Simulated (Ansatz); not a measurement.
Write the native input for Ansatz 0.2.0 that does the following.

```
Task                : projected density of states
Functional          : LDA
Potentials or basis : Ansatz PAW
Cutoff              : 420 eV (not typed: the program's choice for these potentials)
k mesh              : 10 × 10 × 6
Occupations         : fermi-dirac, width 0.05 eV
Spin                : no spin polarisation
Hubbard terms       : Cu d U = 4 eV
Hubbard projectors  : ortho-atomic (the default)
Double counting     : fll (the default)
```

The system is CuO.

```xyz
4
Lattice="3.1795 0.0000 0.0000 -1.5898 2.7536 0.0000 0.0000 0.0000 4.4315" Properties=species:S:1:pos:R:3 pbc="T T T"
Cu    0.0000    0.0000    0.0000
Cu    0.0000    0.0000    2.2157
O     0.0000    1.8357    1.1079
O     1.5898    0.9179    3.3236
```

Measurements of this composition are mostly on another form, of space group No. 15.

These files were run (other wordings do the same):

input.yaml

```yaml
crystal:
  lattice:
    - [3.1795331, 0.0, 0.0]
    - [-1.58976655, 2.75355644, 0.0]
    - [0.0, 0.0, 4.43149073]
  atoms:
    - { symbol: Cu, position: [0.0, 0.0, 0.0] }
    - { symbol: Cu, position: [0.0, 0.0, 0.5] }
    - { symbol: O, position: [0.3333333333, 0.6666666667, 0.25] }
    - { symbol: O, position: [0.6666666667, 0.3333333333, 0.75] }
hamiltonian:
  xc: lda
  pseudopotentials: { kind: paw }
  hubbard: { sites: [{ species: Cu, l: d, u_eff: 4.0 }] }
kpoints:
  mp_grid: { grid: [10, 10, 6] }
scf:
  occupations: { method: fermi_dirac, width: 0.05 }
  n_extra_bands: 10
output:
  forces: true
  stress: true
  eigenvalues: true
  dos: { projected: true, de: 0.05, nscf_kmesh: { grid: [15, 15, 9] } }
  write_density: true
  write_potential: true
  elf: true
  volumetric_format: npy
```

Potentials or basis: Ansatz PAW.

Run with:

```sh
$ ansatz run input.yaml --threads 2 --pin off --max-ram 5632MiB --backend cpu --events-out ev --progress --plain --runs-dir out
```

Results of the run:

```yaml
Pressure: -7.9 GPa
Band_gap_on_the_k_mesh: none (metal or under the smearing width)
Density_of_states_at_the_Fermi_level: 3.42 states/eV per cell
```

Caveat: the pressure holds a Pulay correction of +1.0 GPa for the finite cutoff; the run has no spin polarisation, though such a crystal can be magnetic; U without spin polarisation on a metal has little footing; the PAW data sets come from PBE, with cores solved anew for the run's functional, which leaves a small shift of forces and pressure.

Wall time 7.1 s on 2 threads of Arm Neoverse V2, with other jobs on the host, peak memory 0.41 GiB.
